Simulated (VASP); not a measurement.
A run of VASP 6.6.1:

File INCAR:

```
  ALGO = Normal
  EDIFF = 1E-7
  ENCUT = 520
  GGA = PS
  ISIF = 2
  ISMEAR = 0
  ISPIN = 2
  LASPH = T
  LCHARG = F
  LMAXMIX = 6
  LORBIT = 11
  LREAL = F
  LWAVE = F
  MAGMOM = 6 6
  NELM = 120
  PREC = Accurate
  SIGMA = 0.05
```

Contents of KPOINTS:

```
k-points
0
Gamma
  9 9 5
```

File POSCAR:

```
Tb
1.0
    3.6010000000      0.0000000000      0.0000000000
   -1.8005000000      3.1185574790      0.0000000000
    0.0000000000      0.0000000000      5.6936000000
Tb
2
Direct
    0.6666666667      0.3333333333      0.7500000000
    0.3333333333      0.6666666667      0.2500000000
```

Potentials or basis: VASP PAW PBE potentials, release 64 (Tb_3), 4f in core.

The run is started by

```console
$ cat potpaw_PBE.64/Tb_3/POTCAR > POTCAR
$ mpirun -np 1 vasp_std > vasp.out
```

Hardware: 1 thread of Intel(R) Xeon(R) 6975P-C (Granite Rapids), on a shared host.

Task: Estimate the wall time of this run.

Result: It took 43 s on 1 thread of Intel(R) Xeon(R) 6975P-C (Granite Rapids) (shared host), peak memory 0.24 GiB. Counts: scf iterations 18, k points 36.
